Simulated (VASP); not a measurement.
# La2O3 (P-3m1) in VASP: notebook

One crystal, La2O3, is run at these levels: PBE; tasks: single point, relaxation of cell and atoms.

Program: VASP 6.6.1. These are calculated values, not measurements. Logs are shortened: lines on timing, memory, paths and dates and some standing lists are left out, and cuts for length are marked.

### 1 The crystal as given

It takes space group P-3m1 (No. 164, trigonal). The conventional cell has a = 3.940 Å, b = 3.940 Å, c = 6.188 Å, α = 90.00°, β = 90.00°, γ = 120.00°. La (site symmetry 3m) has 4 O at 2.37 to 2.46 Å as nearest neighbours. O (site symmetry 3m) has 4 La at 2.37 to 2.46 Å as nearest neighbours. O (site symmetry -3m) is surrounded by 6 La at 2.74 Å.

The cell is a database's computed one.

### 2 Single point, PBE

Input file INCAR:

```
SYSTEM = La2O3
ALGO = Normal
EDIFF = 1E-6
ENCUT = 520
GGA = PE
ISIF = 2
ISMEAR = 0
LASPH = .True.
LCHARG = .True.
LELF = .True.
LREAL = .False.
LVHAR = .True.
LWAVE = .False.
NBANDS = 28
NELM = 100
PREC = Accurate
SIGMA = 0.02
```

Input file KPOINTS:

```
k-points
0
Gamma
  9 9 4
  0 0 0
```

Input file POSCAR:

```
La2O3
1.0
    3.9404100300     -0.0000000029      0.0000000000
   -1.9702050125      3.4124951888      0.0000000000
    0.0000000000      0.0000000000      6.1875329810
La O
2 3
Direct
    0.6666666667      0.3333333333      0.7526277630
    0.3333333333      0.6666666667      0.2473722370
    0.6666666667      0.3333333333      0.3546993845
    0.3333333333      0.6666666667      0.6453006155
    0.0000000000      0.0000000000      0.0000000000
```

Potentials or basis: VASP PAW PBE potentials, release 64 (La, O).

Run with:

```sh
> cat potpaw_PBE.64/La/POTCAR potpaw_PBE.64/O/POTCAR > POTCAR
> mpirun -np 1 vasp_std > vasp.out
```

OUTCAR:

```text
SYSTEM = La2O3
   EDIFF = 1E-6
   ENCUT = 520
   GGA = PE
   ISIF = 2
   ISMEAR = 0
   LASPH = .True.
   LREAL = .False.
   NELM = 100
   PREC = Accurate

 ion  position               nearest neighbor table
   1  0.667  0.333  0.753-   4 2.37   4 2.37   4 2.37   3 2.46   5 2.74   5 2.74   5 2.74
   2  0.333  0.667  0.247-   3 2.37   3 2.37   3 2.37   4 2.46   5 2.74   5 2.74   5 2.74
   3  0.667  0.333  0.355-   2 2.37   2 2.37   2 2.37   1 2.46
   4  0.333  0.667  0.645-   1 2.37   1 2.37   1 2.37   2 2.46
   5  0.000  0.000  0.000-   1 2.74   2 2.74   1 2.74   2 2.74   1 2.74   2 2.74

  LATTYP: Found a hexagonal cell.
 ALAT       =     3.9404100300
 C/A-ratio  =     1.5702764265

  Lattice vectors:

 A1 = (   3.9404100300,  -0.0000000029,   0.0000000000)
 A2 = (  -1.9702050125,   3.4124951888,   0.0000000000)
 A3 = (   0.0000000000,   0.0000000000,   6.1875329810)

Analysis of symmetry for initial positions (statically):
=====================================================================
 Subroutine PRICEL returns:
 Original cell was already a primitive cell.

 Routine SETGRP: Setting up the symmetry group for a
 hexagonal supercell.

 Subroutine GETGRP returns: Found 12 space group operations
 (whereof 12 operations were pure point group operations)
 out of a pool of 24 trial point group operations.

The static configuration has the point symmetry D_3d.

Analysis of symmetry for dynamics (positions and initial velocities):
=====================================================================
 Subroutine PRICEL returns:
 Original cell was already a primitive cell.

 Routine SETGRP: Setting up the symmetry group for a
 hexagonal supercell.

 Subroutine GETGRP returns: Found 12 space group operations
 (whereof 12 operations were pure point group operations)
 out of a pool of 24 trial point group operations.

The dynamic configuration has the point symmetry D_3d.

 Subroutine INISYM returns: Found 12 space group operations
 (whereof 12 operations are pure point group operations),
 and found     1 'primitive' translations

----------------------------------------------------------------------------------------

                                     Primitive cell

  volume of cell :      83.2015

  direct lattice vectors                    reciprocal lattice vectors
     3.940410030 -0.000000003  0.000000000     0.253780696  0.146520353  0.000000000
    -1.970205012  3.412495189  0.000000000     0.000000000  0.293040706  0.000000000
     0.000000000  0.000000000  6.187532981     0.000000000  0.000000000  0.161615300

  length of vectors
     3.940410030  3.940410030  6.187532981     0.293040706  0.293040706  0.161615300

  position of ions in fractional coordinates (direct lattice)
     0.666666667  0.333333333  0.752627763
     0.333333333  0.666666667  0.247372237
     0.666666667  0.333333333  0.354699385
     0.333333333  0.666666667  0.645300615
     0.000000000  0.000000000  0.000000000

  ion indices of the primitive-cell ions
   primitive index   ion index
                 1           1
                 2           2
                 3           3
                 4           4
                 5           5

----------------------------------------------------------------------------------------

 KPOINTS: k-points

Automatic generation of k-mesh.
 Grid dimensions read from file:
 generate k-points for:    9    9    4

 Generating k-lattice:

  Cartesian coordinates                     Fractional coordinates (reciprocal lattice)
     0.028197855  0.016280039  0.000000000     0.111111111  0.000000000  0.000000000
     0.000000000  0.032560078  0.000000000     0.000000000  0.111111111  0.000000000
     0.000000000  0.000000000  0.040403825     0.000000000  0.000000000  0.250000000

  Length of vectors
     0.032560078  0.032560078  0.040403825

  Shift w.r.t. Gamma in fractional coordinates (k-lattice)
     0.000000000  0.000000000  0.000000000

 Subroutine IBZKPT returns following result:
 ===========================================

 Found     43 irreducible k-points:

 Following reciprocal coordinates:
            Coordinates               Weight
  0.000000  0.000000  0.000000      1.000000
  0.111111 -0.000000  0.000000      6.000000
  0.222222 -0.000000  0.000000      6.000000
  0.333333  0.000000  0.000000      6.000000
  0.444444 -0.000000  0.000000      6.000000
  0.111111  0.111111  0.000000      6.000000
[... 16 lines left out ...]
  0.222222  0.111111  0.250000     12.000000
 -0.111111  0.333333  0.250000     12.000000
 [... further k-points ...]
   k-points           NKPTS =     43   k-points in BZ     NKDIM =     43   number of bands    NBANDS=     28
   number of dos      NEDOS =    301   number of ions     NIONS =      5
   total plane-waves  NPLWV =  43200
   dimension x,y,z NGX =    30 NGY =   30 NGZ =   48
   dimension x,y,z NGXF=    60 NGYF=   60 NGZF=   96
   ions per type =               2   3
   NGX,Y,Z   is equivalent  to a cutoff of  12.66, 12.66, 12.90 a.u.
   NGXF,Y,Z  is equivalent  to a cutoff of  25.31, 25.31, 25.79 a.u.
 SYSTEM =  La2O3
   PREC   = accura    normal or accurate (medium, high low for compatibility)
   ISTART =      0    job   : 0-new  1-cont  2-samecut
   ICHARG =      2    charge: 1-file 2-atom 10-const
   ISPIN  =      1    spin polarized calculation?
   LNONCOLLINEAR =      F non collinear calculations
   LSORBIT =      F    spin-orbit coupling
   LASPH  =      T    aspherical Exc in radial PAW
   ENCUT  =  520.0 eV  38.22 Ry    6.18 a.u.   7.33  7.33 11.50*2*pi/ulx,y,z
   NELM   =    100;   NELMIN=  2; NELMDL= -5     # of ELM steps
   EDIFF  = 0.1E-05   stopping-criterion for ELM
   LREAL  =      F    real-space projection
[... 7 lines left out ...]
   TEBEG  =    0.0;   TEEND  =   0.0 temperature during run
   PSTRESS=    0.0 pullay stress
   NELECT =      40.0000    total number of electrons
   NUPDOWN=      -1.0000    fix difference up-down
   EMIN   =  10.00;   EMAX   =-10.00  energy-range for DOS
   EFERMI =   0.00;   METHOD = LEGACY
   ISMEAR =     0;   SIGMA  =   0.02  broadening in eV -4-tet -1-fermi 0-gaus
   EFERMI_NEDOS =   21; number of points for ismear=-14 and -15
   IALGO  =     38    algorithm
   IMIX   =      4    mixing-type and parameters
     AMIX     =   0.40;   BMIX     =  1.00
     AMIX_MAG =   1.60;   BMIX_MAG =  1.00
  volume/ion in A,a.u.               =      16.64       112.29
  Fermi-wavevector in a.u.,A,eV,Ry     =   1.282482  2.423539 22.378308  1.644759
  Thomas-Fermi vector in A             =   2.414791
   LORBIT       =      0    0 simple, 1 ext, 2 COOP (PROOUT), +10 PAW based schemes
   GGA     = PE    functional components
   LHFCALC =     F    Hartree Fock is set to
   AEXX    =    0.0000 exact exchange contribution
   IVDW    =     0    specifies the selected vdW correction
   LEPSILON=     F    determine dielectric tensor
   LRPA    =     F    only Hartree local field effects (RPA)
 non-spin polarized calculation
 Gauss-broadening in eV      SIGMA  =   0.02
  energy-cutoff  :      520.00
  volume of cell :       83.20
 maximum number of plane-waves:      2273
 NGX is ok and might be reduce to    30
   NGX = 15   NGY = 15   NGZ = 23

 number of electron      39.9999988 magnetization

 Free energy of the ion-electron system (eV)
  ---------------------------------------------------
  ext. energy  EPLUGINS =         0.00000000
  ---------------------------------------------------
  free energy    TOTEN  =       -41.82511897 eV

  energy without entropy =      -41.82511897  energy(sigma->0) =      -41.82511897

 E-fermi :   5.9723     XC(G=0): -10.3859

 val. band max:        5.7912945890   @ k =   0.4444  -0.0000   0.5000
 cond. band min:       9.6681954987   @ k =   0.3333   0.3333   0.0000
 fundamental gap:      3.8769009097
 Fermi energy:         5.9722511837

 k-point     1 :       0.0000    0.0000    0.0000
  band No.  band energies     occupation
      1     -24.0570      2.00000
      2     -23.8381      2.00000
      3     -11.0742      2.00000
      4      -9.8471      2.00000
      5      -9.3892      2.00000
      6      -7.5211      2.00000
[... 20 lines left out ...]
     27      11.1107      0.00000
     28      11.3000      0.00000

 k-point     2 :       0.1111   -0.0000    0.0000
  band No.  band energies     occupation
      1     -24.0369      2.00000
      2     -23.8293      2.00000
      3     -11.0759      2.00000
      4     -10.0758      2.00000
      5      -9.5540      2.00000
      6      -7.5684      2.00000
[... 20 lines left out ...]
     27      11.1932      0.00000
     28      11.3218      0.00000

 k-point     3 :       0.2222   -0.0000    0.0000
  band No.  band energies     occupation
      1     -23.9839      2.00000
      2     -23.8088      2.00000
      3     -11.1352      2.00000
      4     -10.5575      2.00000
      5      -9.7545      2.00000
      6      -7.6779      2.00000
[... 20 lines left out ...]
     27      11.2284      0.00000
     28      11.2797      0.00000

 k-point     4 :       0.3333    0.0000    0.0000
  band No.  band energies     occupation
      1     -23.9173      2.00000
      2     -23.7904      2.00000
      3     -11.2858      2.00000
      4     -11.0209      2.00000
      5      -9.7064      2.00000
      6      -7.7910      2.00000
[... 578 lines left out ...]
     27      11.1278      0.00000
     28      11.2904      0.00000

 k-point    23 :       0.2222    0.1111    0.2500
  band No.  band energies     occupation
      1     -23.9196      2.00000
      2     -23.8166      2.00000
      3     -11.2666      2.00000
      4     -10.8572      2.00000
      5      -9.7354      2.00000
      6      -7.7807      2.00000
[... 20 lines left out ...]
     27      11.1496      0.00000
     28      11.2432      0.00000

 k-point    24 :      -0.1111    0.3333    0.2500
  band No.  band energies     occupation
      1     -23.9201      2.00000
      2     -23.8161      2.00000
      3     -11.2653      2.00000
      4     -10.9104      2.00000
      5      -9.5946      2.00000
      6      -7.8274      2.00000
[... 20 lines left out ...]
     27      11.1360      0.00000
     28      11.2177      0.00000

 [... further k-points ...]

------------------------ aborting loop because EDIFF is reached ----------------------------------------

  FORCE on cell =-STRESS in cart. coord.  units (eV):
  Direction    XX          YY          ZZ          XY          YZ          ZX
  --------------------------------------------------------------------------------------
  -------------------------------------------------------------------------------------
  Total       -0.1541650     -0.1541650     -0.1199096      0.0000000      0.0000000     -0.0000000
  in kB       -2.9686940     -2.9686940     -2.3090508      0.0000000      0.0000000     -0.0000000
  external PRESSURE =      -2.7488129 kB  Pullay stress =       0.0000000 kB

 VOLUME and BASIS-vectors are now :
 -----------------------------------------------------------------------------
  energy-cutoff  :      520.00
  volume of cell :       83.20
      direct lattice vectors                 reciprocal lattice vectors
     3.940410030 -0.000000003  0.000000000     0.253780696  0.146520353  0.000000000
    -1.970205012  3.412495189  0.000000000     0.000000000  0.293040706  0.000000000
     0.000000000  0.000000000  6.187532981     0.000000000  0.000000000  0.161615300

 POSITION                                       TOTAL-FORCE (eV/Angst)
 -----------------------------------------------------------------------------------
      1.97021      1.13750      4.65691        -0.000000      0.000000     -0.012523
      0.00000      2.27500      1.53062         0.000000     -0.000000      0.012523
      1.97021      1.13750      2.19471         0.000000     -0.000000     -0.004641
      0.00000      2.27500      3.99282        -0.000000      0.000000      0.004641
      0.00000      0.00000      0.00000         0.000000     -0.000000      0.000000
 -----------------------------------------------------------------------------------
    total drift:                               -0.000000      0.000000      0.000000

  FREE ENERGIE OF THE ION-ELECTRON SYSTEM (eV)
  ---------------------------------------------------
  free  energy   TOTEN  =       -41.8251189742 eV

  energy  without entropy=      -41.8251189742  energy(sigma->0) =      -41.82511897
```

It took 60 s on 1 thread of Intel Xeon 6975P-C (Granite Rapids), shared host; peak memory 0.26 GiB.

Results:

```
Free energy            : -41.8251 eV
Pressure               : -0.3 GPa
Largest force          : 0.013 eV/Å
Band gap on the k mesh : 3.88 eV, indirect (least direct gap 3.98 eV)
```

Forces on the atoms (eV/Å):
```
La   0.000  0.000 -0.013
La   0.000  0.000  0.013
O    0.000  0.000 -0.005
O    0.000  0.000  0.005
O    0.000  0.000  0.000
```

Caveat: spin-orbit coupling is left out, which moves the levels of the heavy elements; an odd mesh through Γ misses points on the zone boundary, where band edges often lie.

### 3 Relaxation of cell and atoms, PBE

This run uses another cell than the first one, of 16.36 Å³/atom, 0.983 times its volume.

Input file INCAR:

```
SYSTEM = La2O3
PREC = Accurate
ENCUT = 600
EDIFF = 1E-6
ISMEAR = 0
SIGMA = 0.02
LREAL = .False.
LASPH = .True.
NELM = 100
ALGO = Fast
ISIF = 3
LWAVE = .False.
LCHARG = .False.
GGA = PE
IBRION = 2
NSW = 100
EDIFFG = -0.01
```

Input file KPOINTS:

```
Automatic mesh
0
Gamma
  9 9 4
  0 0 0
```

Input file POSCAR:

```
La2O3
1.0
    3.9307777900      0.0000000000      0.0000000000
   -1.9653888900      3.4041535900      0.0000000000
    0.0000000000      0.0000000000      6.1119537400
La O
2 3
Direct
    0.6666666900      0.3333333400      0.7537643300
    0.3333333400      0.6666666900      0.2462356800
    0.6666666900      0.3333333400      0.3541093500
    0.3333333400      0.6666666900      0.6458906500
    0.0000000000      0.0000000000      0.0000000000
```

Potentials or basis: VASP PAW PBE potentials, release 64 (La, O).

Run with:

```sh
> cat potpaw_PBE.64/La/POTCAR potpaw_PBE.64/O/POTCAR > POTCAR
> mpirun -np 1 vasp_std > vasp.out
```

It took 11 min on 1 thread of Intel Xeon 6975P-C (Granite Rapids), shared host; peak memory 0.32 GiB.

It converged, with:

* Free energy: -41.8309 eV
* Relaxed volume: 16.58 Å³/atom
* Relaxed cell: a = 3.936 Å, b = 3.936 Å, c = 6.179 Å, α = 90.00°, β = 90.00°, γ = 120.00°
* Space group after relaxing (to 0.05 Å): P-3m1 (No. 164)
* Energy gained by relaxing: 1.1 meV/atom
* Ionic steps: 14
* Pressure after relaxing: 0.0 GPa
* Largest force after relaxing: 0.009 eV/Å
* Band gap on the k mesh: 3.88 eV, indirect (least direct gap 3.98 eV)

Forces on the atoms (eV/Å):
```
La   0.000  0.000 -0.009
La   0.000  0.000  0.009
O    0.000  0.000  0.001
O    0.000  0.000 -0.001
O    0.000  0.000  0.000
```

The path:
```csv
step,energy change (eV),largest force (eV/Å),pressure (GPa),volume (Å³)
1,0.0000,0.0122,1.48,81.78
2,-0.0009,0.1579,-1.35,83.58
3,-0.0043,0.0829,-0.04,82.73
4,-0.0052,0.0166,-0.01,82.83
5,-0.0054,0.0260,-0.01,82.88
6,-0.0054,0.0323,-0.01,82.90
7,-0.0056,0.0223,0.00,82.91
8,-0.0056,0.0163,0.00,82.93
9,-0.0056,0.0197,0.00,82.92
10,-0.0056,0.0164,0.00,82.92
11,-0.0056,0.0161,0.00,82.92
12,-0.0056,0.0216,-0.01,82.92
13,-0.0057,0.0105,0.00,82.92
14,-0.0057,0.0092,0.00,82.92
```

Final structure:
```cif
data_structure
_symmetry_space_group_name_H-M 'P 1'
_symmetry_Int_Tables_number 1
_cell_length_a 3.9364
_cell_length_b 3.9364
_cell_length_c 6.1792
_cell_angle_alpha 90.000
_cell_angle_beta 90.000
_cell_angle_gamma 120.000
_cell_volume 82.92
loop_
_atom_site_label
_atom_site_type_symbol
_atom_site_fract_x
_atom_site_fract_y
_atom_site_fract_z
_atom_site_occupancy
La1 La 0.66667 0.33333 0.75286 1
La2 La 0.33333 0.66667 0.24714 1
O1 O 0.66667 0.33333 0.35444 1
O2 O 0.33333 0.66667 0.64556 1
O3 O 0.00000 0.00000 0.00000 1
```

Levels at points of the mesh, in eV from the valence-band top:
```tsv
k point	band 18	band 19	band 20	band 21	band 22	band 23
(0.00, 0.00, 0.00)	-0.34	-0.34	-0.08	4.29	4.63	4.63
(0.00, 0.00, 0.50)	-0.74	-0.25	-0.25	4.68	4.75	4.75
```

Caveat: spin-orbit coupling is left out, which moves the levels of the heavy elements; an odd mesh through Γ misses points on the zone boundary, where band edges often lie.
